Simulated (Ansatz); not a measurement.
A band-structure calculation of BeTe built on the zincblende prototype with the plane-wave code Ansatz, at the level PBE. The geometry is the r2SCAN minimum.

Input file:
```yaml
crystal:
  lattice:
    - [0.0, 2.8286236224, 2.8286236224]
    - [2.8286236224, 0.0, 2.8286236224]
    - [2.8286236224, 2.8286236224, 0.0]
  atoms:
    - { symbol: Be, position: [0.0, 0.0, 0.0] }
    - { symbol: Te, position: [0.25, 0.25, 0.25] }
kpoints:
  mp_grid: { grid: [8, 8, 8] }
  band_path:
    path:
      - [[0.0, 0.0, 0.0], [-0.5, -0.5, -1.40506151269e-33], [-0.375, -0.375, 0.25]]
      - [[-0.375, -1.63790699814e-17, 0.375], [0.0, 0.0, 0.0], [-1.09193799876e-17, -1.09193799876e-17, 0.5], [-0.5, -0.25, 0.25], [-0.5, -0.5, -1.40506151269e-33]]
    npoints: 10
hamiltonian:
  xc: pbe
scf:
  occupations: { method: fermi_dirac, width: 0.02 }
  n_extra_bands: 4
output:
  forces: true
  stress: true
  eigenvalues: true
```

Run as `ansatz run input.yaml --threads 4 --pin off --max-ram 7372MiB --backend cpu --events-out ev --progress --plain --runs-dir out`. It took 1.1 s on 4 threads of Arm Neoverse V1, on a shared host, load about 0.3 per core; peak host memory 0.31 GiB.

Q: What will the output look like, and what does it show?

A: Abridged output:
```
Functional definition: PBE
Crystal: 2 atoms, lattice volume = 45.264 Å³
Basis set: ecut = 420 eV, 893 PW (Γ)
Bands: 13, of which v1, the nominal top of the filled ones, is band 9 counted from 1 (8 counted from 0)
Symmetry: 24 space group operations
Space group: F-43m (ITA 216)
k-points: 29 of 512 (time reversal used)
SCF 1 converged in 7 iterations: F = -7073.444688 eV  dr2 = 8.99e-8
SCF converged after 7 iterations
Free energy (F): -7073.444688 eV
Fermi energy:    8.240609 eV
--- Stress (GPa, compression-positive) ---
        0.201651       0.000000       0.000000
        0.000000       0.201651       0.000000
        0.000000       0.000000       0.201651
  P = ⅓ Tr σ = 0.2017 GPa (2.017 kbar)
```
The trailing digits, and the zero of the energies, depend on the potentials and thresholds.

Levels along the path, in eV from the valence top (v1 is the last filled band, c1 the first empty one):
```tsv
point	distance (1/Å)	v3	v2	v1	c1	c2	c3
Γ	0.00	0.00	0.00	0.00	3.64	3.64	3.64
·	0.22	-0.76	-0.44	-0.44	3.37	4.28	4.28
·	0.44	-2.16	-1.26	-1.26	2.88	4.87	5.65
·	0.67	-3.53	-1.97	-1.97	2.42	3.86	7.24
·	0.89	-4.60	-2.43	-2.43	2.12	3.00	8.80
X	1.11	-5.04	-2.59	-2.59	2.02	2.70	9.66
·	1.19	-5.02	-2.68	-2.57	2.10	2.79	9.55
·	1.27	-4.97	-2.92	-2.52	2.27	3.11	9.26
·	1.35	-4.89	-3.24	-2.44	2.42	3.68	8.85
·	1.42	-4.79	-3.55	-2.33	2.57	4.42	8.37
U	1.50	-4.69	-3.80	-2.18	2.74	5.27	7.86
K	1.50	-4.69	-3.80	-2.18	2.74	5.27	7.86
·	1.62	-4.60	-3.90	-1.92	3.02	6.64	7.11
·	1.86	-4.39	-3.26	-1.29	3.67	5.73	6.34
·	2.09	-3.48	-2.22	-0.65	4.05	4.68	5.21
·	2.33	-1.98	-1.05	-0.21	3.87	4.00	4.33
·	2.56	-0.35	-0.15	-0.02	3.65	3.68	3.76
Γ	2.68	0.00	0.00	0.00	3.64	3.64	3.64
·	2.78	-0.27	-0.04	-0.04	3.62	3.70	3.70
·	2.97	-1.69	-0.31	-0.31	3.48	4.09	4.09
·	3.16	-3.27	-0.66	-0.66	3.30	4.50	4.50
·	3.35	-4.57	-0.94	-0.94	3.14	4.64	4.64
·	3.55	-5.34	-1.09	-1.09	3.06	4.63	4.63
L	3.64	-5.45	-1.11	-1.11	3.05	4.62	4.62
·	3.72	-5.43	-1.23	-1.14	3.16	4.58	4.69
·	3.88	-5.29	-1.96	-1.39	3.73	4.41	5.37
·	4.04	-5.03	-2.84	-1.86	4.20	4.41	6.65
·	4.19	-4.71	-3.50	-2.45	4.58	4.78	6.77
·	4.35	-4.53	-3.66	-3.01	5.11	5.30	5.93
W	4.43	-4.52	-3.62	-3.13	5.30	5.54	5.59
·	4.48	-4.54	-3.58	-3.12	4.87	5.30	5.99
·	4.60	-4.68	-3.36	-3.04	3.89	4.43	7.12
·	4.71	-4.84	-3.06	-2.89	3.05	3.66	8.23
·	4.82	-4.96	-2.78	-2.72	2.41	3.07	9.13
·	4.93	-5.03	-2.61	-2.61	2.07	2.74	9.60
X	4.98	-5.04	-2.59	-2.59	2.02	2.70	9.66
```

PBE gives an indirect gap of 2.02 eV, from Γ to X; the least direct gap is 3.64 eV at Γ. The gap is the least over the mesh and the extra points. At this geometry PBE finds +0.20 GPa, compression counted positive: its own equilibrium volume is larger.

No spin polarisation and no zero-point or thermal motion.

No spin-orbit coupling is included; it can move band edges with weight on the heavy atoms by tenths of an eV.
